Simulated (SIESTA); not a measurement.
The system is KF (Carobbiite).

```xyz
2
Lattice="0.0000 2.6719 2.6719 2.6719 0.0000 2.6719 2.6719 2.6719 0.0000" Properties=species:S:1:pos:R:3 pbc="T T T"
K     0.0000    0.0000    0.0000
F     2.6719    2.6719    2.6719
```

Base run:

```yaml
Program: SIESTA 5.4.2
Functional: PBEsol
Potentials_or_basis: PseudoDojo 0.4 standard (PBEsol files)
Basis: DZP (energy shift 0.003 Ry; two zetas on semicore shells; d shell added on K)
Grid_cutoff: 800 Ry
Energy_shift: 0.003 Ry
k_mesh: 9 × 9 × 9
Occupations: fermi-dirac, width 0.05 eV
Spin: no spin polarisation
```

Its results: band gap on the k mesh 6.03 eV, direct; pressure -1.3 GPa.

After a change of settings the same cell gave: band gap on the k mesh 6.14 eV, direct; pressure -0.1 GPa. Which change was it?
A. functional from PBEsol to AM05
B. functional from PBEsol to LDA; potentials or basis from PseudoDojo 0.4 standard (PBEsol files) to PseudoDojo 0.4 standard (LDA files)
C. functional from PBEsol to PBE; potentials or basis from PseudoDojo 0.4 standard (PBEsol files) to PseudoDojo 0.4 standard (PBE files)
D. functional from PBEsol to vdW-DF-cx; potentials or basis from PseudoDojo 0.4 standard (PBEsol files) to PseudoDojo 0.4 standard (PBE files)

A.

Caveats: the basis of atomic orbitals isn't converged, which shifts pressures, moduli and gaps; the potentials were made for another functional, which shifts forces and pressure (some runs).

Not every run made on this cell is shown here.
